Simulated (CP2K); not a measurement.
The system is HgSe.

```
Hg Se
1.0
     4.29780    0.00000    0.00000
     2.14890    3.72200    0.00000
     2.14890    1.24067    3.50913
Hg Se
1 1
Direct
  0.00000 0.00000 0.00000
  0.75000 0.75000 0.75000
```

Program: CP2K 2026.2. Alike in all runs: task band structure; no spin polarisation; cell as given; k mesh 8 × 8 × 8.

Task: Order these runs on this cell by their pressure, lowest first.
A. level PBE; potentials or basis POTENTIAL_UZH Hg GTH-PBE-q12, Se GTH-PBE-q6; TZVP-MOLOPT-PBE-GTH basis; smearing fermi-dirac 0.05 eV; NGRIDS 4; points a segment of the path (NPOINTS) 8; bands added on the path 2
B. level LDA; potentials or basis GTH_POTENTIALS Hg GTH-PADE-q12, Se GTH-PADE-q6; TZVP-MOLOPT-PBE-GTH basis; smearing fermi-dirac 0.0259 eV; NGRIDS 4; points a segment of the path (NPOINTS) 6; bands added on the path 6
C. level PBEsol; potentials or basis POTENTIAL_UZH Hg GTH-PBE-q12, Se GTH-PBE-q6; TZVP-MOLOPT-PBE-GTH basis; smearing fermi-dirac 0.1 eV; NGRIDS 5; points a segment of the path (NPOINTS) 8; bands added on the path 4

Result: B (0.1 GPa), C (3.0 GPa), A (5.6 GPa).

Caveats: the basis of atomic orbitals isn't converged, which shifts pressures, moduli and gaps; the potentials were made for another functional, which shifts forces and pressure (some runs).
